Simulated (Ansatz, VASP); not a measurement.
## One calculation of BeTe, two programs

Contents of INCAR:

```
SYSTEM = BeTe
ALGO = Normal
EDIFF = 1E-7
ENCUT = 520
GGA = PS
ISIF = 2
ISMEAR = 0
LASPH = .True.
LCHARG = .False.
LREAL = .False.
LWAVE = .False.
NBANDS = 11
NELM = 80
PREC = Accurate
SIGMA = 0.05
```

KPOINTS

```
k-points
0
Gamma
  10 10 10
  0 0 0
```

Contents of POSCAR:

```
BeTe
1.0
    0.0000000000      2.7700000000      2.7700000000
    2.7700000000      0.0000000000      2.7700000000
    2.7700000000      2.7700000000      0.0000000000
Be Te
1 1
Direct
    0.0000000000      0.0000000000      0.0000000000
    0.2500000000      0.2500000000      0.2500000000
```

Input for Ansatz:

```yaml
crystal:
  lattice:
    - [0.0, 2.77, 2.77]
    - [2.77, 0.0, 2.77]
    - [2.77, 2.77, 0.0]
  atoms:
    - { symbol: Be, position: [0.0, 0.0, 0.0] }
    - { symbol: Te, position: [0.25, 0.25, 0.25] }
basis:
  ecutwfc: 420
  fft_grid_basis: typed
kpoints:
  mp_grid: { grid: [10, 10, 10] }
hamiltonian:
  xc: pbesol
  pseudopotentials: { kind: paw }
scf:
  occupations: { method: gaussian, width: 0.05 }
output:
  forces: true
  stress: true
  eigenvalues: true
  bader: true
  write_density: true
  volumetric_format: npy
  elf: true
```

Alike in both runs: task single point; functional PBEsol; k mesh 10 × 10 × 10; occupations gaussian, width 0.05 eV; no spin polarisation.

|  | VASP | Ansatz |
| --- | --- | --- |
| version | VASP 6.6.1 | Ansatz 0.2.0 |
| potentials or method | VASP PAW PBE potentials, release 64 (Be, Te) | scalar-relativistic, plane waves, PAW |
| plane-wave cutoff (eV) | 520 | 420 |
| valence electrons in the cell | 8 | 18 |

Ansatz gave:

- gap on the k mesh at the Fermi level (eV): 1.75
- pressure (GPa): 2.2

Problem. Which values does VASP return?

Solution. gap on the k mesh at the Fermi level (eV): 1.73; pressure (GPa): 2.5.

The two sets of potentials don't hold the same shells in valence.

Caveats: the PAW data sets were made with another functional, which shifts forces and pressure a little (VASP); spin-orbit coupling is left out, which moves the levels of the heavy elements. A k mesh can miss the band edges.
